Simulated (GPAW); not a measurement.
Runs of GPAW 26.7.0 on Au. Symmetry: Fm-3m, No. 225, cubic system. The conventional cell has a = 4.070 Å, b = 4.070 Å, c = 4.070 Å, α = 90.00°, β = 90.00°, γ = 90.00°. Au (site symmetry m-3m) is surrounded by 12 Au at 2.88 Å. 

| task | level | potentials or basis | cell | k mesh | convergence | supercell | supercell k mesh | displacement | relaxed first | gap on the mesh (eV) | pressure (GPa) |
| --- | --- | --- | --- | --- | --- | --- | --- | --- | --- | --- | --- |
| phonons | PBE+D3(BJ) | GPAW PAW data sets (gpaw-data 1.2.1), pw | relaxed | 10 × 10 × 10 | density=1e-06 eigenstates=1e-09 | 2 × 2 × 2 | 5 × 5 × 5 | 0.02 | cell | none | 0.0 |
| Fermi surface | r2SCAN | GPAW PAW data sets (gpaw-data 1.2.1), pw | as given | 11 × 11 × 11 | - | - | - | - | - | none | 10.1 |
| density of states | SOGGA | PAW data sets generated in the run's folder for this functional, pw | as given | 11 × 11 × 11 | - | - | - | - | - | none | 4.4 |
| Fermi surface | AM05 | PAW data sets generated in the run's folder for this functional, pw | as given | 11 × 11 × 11 | - | - | - | - | - | none | (a) |
| ts | AM05+TS | PAW data sets generated in the run's folder for this functional, pw | as given | 11 × 11 × 11 | - | - | - | - | - | none | - |

Alike in all rows: no spin polarisation; cutoff (eV) 600; smearing fermi-dirac 0.05 eV.

Task: Fill in the values left out.

Result: (a) 3.7.

Caveats: with this Au data set, volumes or pressures lay over 1.5 % or 2 GPa off other programs in two to four cells of ten (some runs); pairwise dispersion overbinds metals, which lowers pressure and volume (some runs); phonon bands are interpolated from a small supercell (some runs); the PAW data sets were made with another functional, which shifts forces and pressure a little (some runs).

A k mesh can miss the band edges, and the runs leave out spin-orbit coupling on Au.

A gap of «none» marks a metal or a gap under the smearing width.
